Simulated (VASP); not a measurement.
# SiO₂: convergence, relaxation of the cell

SiO₂, P6_322 (no. 182), 12 atoms in the cell. PBE; PAW potentials Si, O (PBE set). VASP 6.6.1. The cell is changed on purpose: volume scaled by 1.06.

Wanted: cell volume within 1 %; lattice lengths within 0.4 %; shortest distances from each atom, periodic images included within 0.02 Å.

What the run is for: cell; Accuracy asked: screening.

The series start from Plane-wave cutoff (eV): 600; k-point mesh: 4 × 4 × 2; Relaxation passes: 2; Ionic threshold (EDIFFG): -0.005; Electronic threshold (eV): 1e-6; Precision mode (PREC): Accurate; Relaxation algorithm: IBRION=2 POTIM=0.5. Each series keeps the choices made before it, and each single choice may use up half of a tolerance. Times cover all steps of a run.

## Plane-wave cutoff (eV)

| Plane-wave cutoff (eV) | Cell volume (Å³) | Lattice lengths, largest deviation against the largest value | Shortest distances from each atom, periodic images included, largest deviation (Å) | Time (s) |
|---|---|---|---|---|
| 400 | 179.6 | 2.4 % | 0.012 | 120 |
| 460 | 192.4 | 0.5 % | 0.002 | 144 |
| 520 | 195.2 | 0.1 % | 0.001 | 100 |
| 600 | 194.1 | 0.25 % | 0.001 | 165 |
| 700 | 194.6 | 0.19 % | 0.001 | 166 |
| 840 (reference) | 195.9 | 0 % | 0.000 | 128 |

Chosen: 840; the next looser run is off by more than half of the tolerance, so convergence isn't shown beyond this value.

## k-point mesh

| k-point mesh | Cell volume (Å³) | Lattice lengths, largest deviation against the largest value | Shortest distances from each atom, periodic images included, largest deviation (Å) | Time (s) |
|---|---|---|---|---|
| 2 × 2 × 1 | 194.7 | 0.18 % | 0.001 | 46 |
| 3 × 3 × 2 | 195.8 | 0.0012 % | 0.000 | 81 |
| 4 × 4 × 2 | 195.9 | 0.00035 % | 0.000 | 128 |
| 5 × 5 × 3 | 195.9 | 0 % | 0.000 | 259 |
| 6 × 6 × 4 (reference) | 195.9 | 0 % | 0.000 | 387 |

Chosen: 3 × 3 × 2, the loosest value from which every tighter one stays within half of the tolerance.

## Relaxation passes

| Relaxation passes | Cell volume (Å³) | Lattice lengths, largest deviation against the largest value | Shortest distances from each atom, periodic images included, largest deviation (Å) | Time (s) |
|---|---|---|---|---|
| 1 | 195.8 | 0 % | 0.000 | 88 |
| 2 | 195.8 | 0 % | 0.000 | 81 |
| 3 (reference) | 195.8 | 0 % | 0.000 | 109 |

Chosen: 1.

## Ionic threshold (EDIFFG)

| Ionic threshold (EDIFFG) | Cell volume (Å³) | Lattice lengths, largest deviation against the largest value | Shortest distances from each atom, periodic images included, largest deviation (Å) | Time (s) |
|---|---|---|---|---|
| -0.05 | 195.9 | 0.088 % | 0.001 | 44 |
| -0.02 | 195.9 | 0.088 % | 0.001 | 45 |
| -0.01 | 195.9 | 0.013 % | 0.000 | 63 |
| -0.005 | 195.8 | 0 % | 0.000 | 88 |
| -0.002 (reference) | 195.8 | 0 % | 0.000 | 80 |

Chosen: -0.05.

## Electronic threshold (eV)

| Electronic threshold (eV) | Cell volume (Å³) | Lattice lengths, largest deviation against the largest value | Shortest distances from each atom, periodic images included, largest deviation (Å) | Time (s) |
|---|---|---|---|---|
| 0.0001 | 196 | 0.0073 % | 0.000 | 32 |
| 1e-5 | 195.9 | 0.00046 % | 0.000 | 36 |
| 1e-6 | 195.9 | 0.00035 % | 0.000 | 44 |
| 1e-7 (reference) | 195.9 | 0 % | 0.000 | 45 |

Chosen: 0.0001.

## Precision mode (PREC)

| Precision mode (PREC) | Cell volume (Å³) | Lattice lengths, largest deviation against the largest value | Shortest distances from each atom, periodic images included, largest deviation (Å) | Time (s) |
|---|---|---|---|---|
| Normal | 196 | 0.00046 % | 0.000 | 20 |
| Accurate (reference) | 196 | 0 % | 0.000 | 32 |

Chosen: Normal.

## Relaxation algorithm

| Relaxation algorithm | Cell volume (Å³) | Lattice lengths, largest deviation against the largest value | Shortest distances from each atom, periodic images included, largest deviation (Å) | Time (s) |
|---|---|---|---|---|
| IBRION=2 POTIM=0.5 | 196 | 0 % | 0.000 | 20 |
| IBRION=2 POTIM=0.2 | 195.8 | 0.026 % | 0.001 | 19 |
| IBRION=1 POTIM=0.5 | 196.1 | 0.035 % | 0.001 | 19 |
| IBRION=1 POTIM=0.2 | 195.8 | 0.057 % | 0.001 | 17 |

Chosen: IBRION=2 POTIM=0.5; no other choice that stays within half of the tolerance saves 30 % of the time.

## All choices together

| Input | Cell volume (Å³) | Lattice lengths, largest deviation against the largest value | Shortest distances from each atom, periodic images included, largest deviation (Å) | Time (s) |
|---|---|---|---|---|
| the program's defaults (naive) | 180.7 | 2.1 % | 0.014 | 31 |
| chosen settings | 196 | 0.096 % | 0.001 | 20 |
| reference settings throughout | 195.9 | 0 % | 0.000 | 373 |

The chosen settings stay within the tolerance of the reference run, but the reference itself isn't shown to be converged in: Plane-wave cutoff (eV).

Values of the reference run: Lattice lengths: 5.12, 5.12, 8.628 Å.

## The input

INCAR.step1:
```
ALGO = Normal ; EDIFF = 1E-4
EDIFFG = -0.05 ; EFERMI = MIDGAP
ENCUT = 840 ; GGA = PE
GGA_COMPAT = F ; IBRION = 2
ISIF = 3 ; ISMEAR = 0
KPAR = 2 ; LASPH = T
LCHARG = F ; LREAL = F
LWAVE = F ; NELM = 120
NELMIN = 4 ; NSW = 80
POTIM = 0.5 ; PREC = Normal
SIGMA = 0.03
```

INCAR.step2, as INCAR.step1 but for:
```
- EDIFFG = -0.05
- IBRION = 2
- ISIF = 3
- NELMIN = 4
- NSW = 80
- POTIM = 0.5
+ ISIF = 2
```

KPOINTS:
```
Automatic mesh
0
Gamma
  3 3 2
  0 0 0
```

POSCAR.step1:
```
SiO2
1.0
    5.1684927345      0.0000000000      0.0000000000
   -2.5842463672      4.4760460074      0.0000000000
    0.0000000000      0.0000000000      8.7263446559
Si O
4 8
Direct
    0.3333333333      0.6666666667      0.4371258000
    0.3333333333      0.6666666667      0.0628742000
    0.6666666667      0.3333333333      0.5628742000
    0.6666666667      0.3333333333      0.9371258000
    0.4212587450      0.0000000000      0.0000000000
    0.3333333333      0.6666666667      0.2500000000
    0.6666666667      0.3333333333      0.7500000000
    0.0000000000      0.5787412550      0.5000000000
    0.5787412550      0.5787412550      0.0000000000
    0.5787412550      0.0000000000      0.5000000000
    0.4212587450      0.4212587450      0.5000000000
    0.0000000000      0.4212587450      0.0000000000
```

Commands (each step's output is kept before the next begins):
```
cat potpaw_PBE.64/Si/POTCAR potpaw_PBE.64/O/POTCAR > POTCAR
cp INCAR.step1 INCAR
cp POSCAR.step1 POSCAR
mpirun -np 8 vasp_std > vasp.out
cp CONTCAR POSCAR
cp INCAR.step2 INCAR
mpirun -np 8 vasp_std > vasp.out
```

The chosen input took VASP 6.6.1 20 s on 8 cores (Intel Xeon 6975P-C (Granite Rapids)), a shared host.

## An input that fails: too few ionic steps

It gives no converged result.

Changes against the starting input:
```
- NSW = 80
- NELM = 120
+ NSW = 2
+ NELM = 83
```
